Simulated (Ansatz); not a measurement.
**MgO (Fm-3m), random displacements**

The calculation used Ansatz, DFT PBEsol, scalar-relativistic, plane waves, PAW. Cutoff 420 eV, Γ-centred 6×6×6 k-points, Gaussian smearing of 0.05 eV. No spin polarisation. Energies are free energies at this smearing, counted from the undisturbed cell; pressure is positive in compression.

Reference structure (as given, not relaxed at this level):

```
Mg O
1.0
     4.27030    0.00000    0.00000
     0.00000   -4.27030    0.00000
     0.00000    0.00000   -4.27030
Mg O
4 4
Direct
  0.00000 0.50000 0.50000
  0.50000 0.00000 0.50000
  0.50000 0.50000 0.00000
  0.00000 0.00000 0.00000
  0.50000 0.00000 0.00000
  0.00000 0.50000 0.00000
  0.00000 0.00000 0.50000
  0.50000 0.50000 0.50000
```

The atoms are displaced (Å, in the unstrained cell):

```tsv
atom	ux	uy	uz
Mg1	0.021	-0.388	0.182
Mg2	-0.121	0.244	-0.192
Mg3	-0.236	-0.173	0.280
Mg4	-0.090	-0.063	-0.030
O5	-0.071	0.009	0.201
O6	0.101	0.390	-0.190
O7	0.369	0.140	0.031
O8	0.027	-0.159	-0.280
```

The cell is not strained.

Question: What are the energy change, the stress and the forces?

Answer: ΔE = 912.8 meV/atom; stress (xx, yy, zz, yz, xz, xy; compression positive) (21.20, 51.80, 43.98, 2.44, -0.09, -1.61) GPa; gap on the mesh 3.61 eV.
```tsv
atom	Fx (eV/Å)	Fy	Fz
Mg1	-1.71	8.35	-0.54
Mg2	5.14	-5.10	3.49
Mg3	0.12	2.62	-9.24
Mg4	-0.11	2.78	0.66
O5	1.36	-0.10	-4.30
O6	-0.73	-6.53	0.62
O7	-6.36	-5.54	0.21
O8	2.28	3.52	9.10
```

Cost: 1 run of about 0.5 core-minutes, on Arm Neoverse V1 (shared hosts).